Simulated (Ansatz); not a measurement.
**Molecular dynamics of TiO2**

input.yaml

```yaml
accuracy: low
crystal:
  lattice:
    - [3.965505, 0.0, 0.0]
    - [0.0, 3.965505, 0.0]
    - [0.0, 0.0, 9.967718]
  atoms:
    - { symbol: Ti, position: [0.14768249, -0.01445487, 0.03611079] }
    - { symbol: Ti, position: [-0.07354772, 0.56858947, 0.28200928] }
    - { symbol: O, position: [-0.03470733, -0.03024711, 0.29876964] }
    - { symbol: O, position: [0.03578654, 0.71903837, 0.5346975] }
    - { symbol: O, position: [0.06303688, 0.54402096, 0.09558664] }
    - { symbol: O, position: [0.08752422, 0.14118179, 0.85921177] }
    - { symbol: Ti, position: [0.59863331, 0.58143428, 0.53976439] }
    - { symbol: Ti, position: [0.63017206, 0.1329137, 0.80513167] }
    - { symbol: O, position: [0.6466122, 0.66275137, 0.81309255] }
    - { symbol: O, position: [0.62220547, 0.11040469, 1.03659835] }
    - { symbol: O, position: [0.72063037, 0.16269507, 0.65097636] }
    - { symbol: O, position: [0.49543984, 0.5429411, 0.35637254] }
basis:
  ecutwfc: 420.0
kpoints:
  mp_grid: { grid: [3, 3, 1] }
hamiltonian:
  xc: pbesol
  pseudopotentials: { kind: paw, azcp: { folder: soft_1 } }
scf:
  occupations: { method: fermi_dirac, width: 0.3 }
  lower_state_search: "off"
md:
  timestep: 0.75
  n_steps: 309
  ensemble: nvt_langevin
  temperature: 2800.0
  initial_velocities: maxwell_boltzmann
  seed: 186560
  friction: 0.02
  temperature_schedule:
    - { n_steps: 232, end_temperature: 300.0 }
    - { n_steps: 77, end_temperature: 300.0 }
```

Run as:

```bash
$ ansatz run input.yaml --threads 1 --pin off --max-ram 3072MiB --backend cpu --events-out ev --progress --plain --runs-dir out
```

It goes on from the last frame of an earlier run, with new velocities.

Output, in part (step lines):

```
md step     0: t =     0.00 fs  T =  2566.7 K (target 2800.0 K)  F+E_penalty+E_count = -14392.63493450 eV  E_kin = 3.981208 eV  (11 SCF iters)
md step     1: t =     0.75 fs  T =  2461.9 K (target 2794.6 K)  F+E_penalty+E_count = -14392.64846763 eV  E_kin = 3.818652 eV  (9 SCF iters)
md step     2: t =     1.50 fs  T =  2520.2 K (target 2783.8 K)  F+E_penalty+E_count = -14392.67026795 eV  E_kin = 3.909107 eV  (9 SCF iters)
md step     3: t =     2.25 fs  T =  2639.6 K (target 2773.1 K)  F+E_penalty+E_count = -14392.69827156 eV  E_kin = 4.094281 eV  (9 SCF iters)
md step     4: t =     3.00 fs  T =  2555.0 K (target 2762.3 K)  F+E_penalty+E_count = -14392.72955705 eV  E_kin = 3.963080 eV  (9 SCF iters)
md step     5: t =     3.75 fs  T =  2714.7 K (target 2751.5 K)  F+E_penalty+E_count = -14392.75553513 eV  E_kin = 4.210758 eV  (7 SCF iters)
md step     6: t =     4.50 fs  T =  2785.2 K (target 2740.7 K)  F+E_penalty+E_count = -14392.76322111 eV  E_kin = 4.320172 eV  (6 SCF iters)
md step     7: t =     5.25 fs  T =  2681.9 K (target 2730.0 K)  F+E_penalty+E_count = -14392.75104216 eV  E_kin = 4.160007 eV  (7 SCF iters)
[... lines left out ...]
md step   308: t =   231.00 fs  T =   438.1 K (target 300.0 K)  F+E_penalty+E_count = -14397.45511558 eV  E_kin = 0.679575 eV  (6 SCF iters)
md step   309: t =   231.75 fs  T =   437.2 K (target 300.0 K)  F+E_penalty+E_count = -14397.47032460 eV  E_kin = 0.678195 eV  (8 SCF iters)
```

The steps, from the saved trajectory:

```csv
time (fs),T (K),potential energy less start (eV)
0,2567,0.000
7.5,2610,0.037
15,2652,0.420
22.5,2724,0.278
30,2481,0.476
37.5,2523,0.247
45,2366,0.212
52.5,2701,0.270
60,4628,-1.818
67.5,4196,-3.080
75,4060,-3.046
82.5,2636,-1.998
90,2098,-1.646
97.5,2014,-1.718
105,1986,-2.268
112.5,2068,-2.772
120,2003,-2.999
127.5,1182,-2.744
135,1002,-2.701
142.5,1135,-3.096
150,1029,-3.603
157.5,1115,-4.128
165,1148,-4.422
172.5,999,-4.503
180,1083,-4.711
187.5,1144,-4.859
195,860,-4.808
202.5,682,-4.866
210,540,-4.857
217.5,481,-4.776
225,353,-4.747
```

All steps were run. The schedule's set-point averaged 509 K over the second half and the system 966 K, so it lags behind the ramp. A run of 0.23 ps of so small a system gives no equilibrium averages. Limits of this set-up: coarse k mesh, PAW files made for another functional, low accuracy level.

Mean squared displacements from the first frame to the last, about the centre of mass: Ti 0.19 Å², O 0.27 Å².

Last frame:

```xyz
12
Lattice="3.9655 0.0000 0.0000 0.0000 3.9655 0.0000 0.0000 0.0000 9.9677" Properties=species:S:1:pos:R:3
Ti 0.429 0.147 1.035
Ti 0.408 2.114 3.355
O 0.294 0.204 3.068
O 0.496 2.158 5.374
O 0.240 2.193 1.321
O 0.332 0.405 9.051
Ti 2.526 2.142 5.784
Ti 2.453 0.103 8.600
O 2.353 2.424 8.045
O 2.244 0.022 10.627
O 2.447 0.420 6.507
O 2.459 2.163 3.855
```

Time of the run: 24 min on 1 thread of Arm Neoverse V1, with other jobs on the host, peak memory 0.43 GiB.
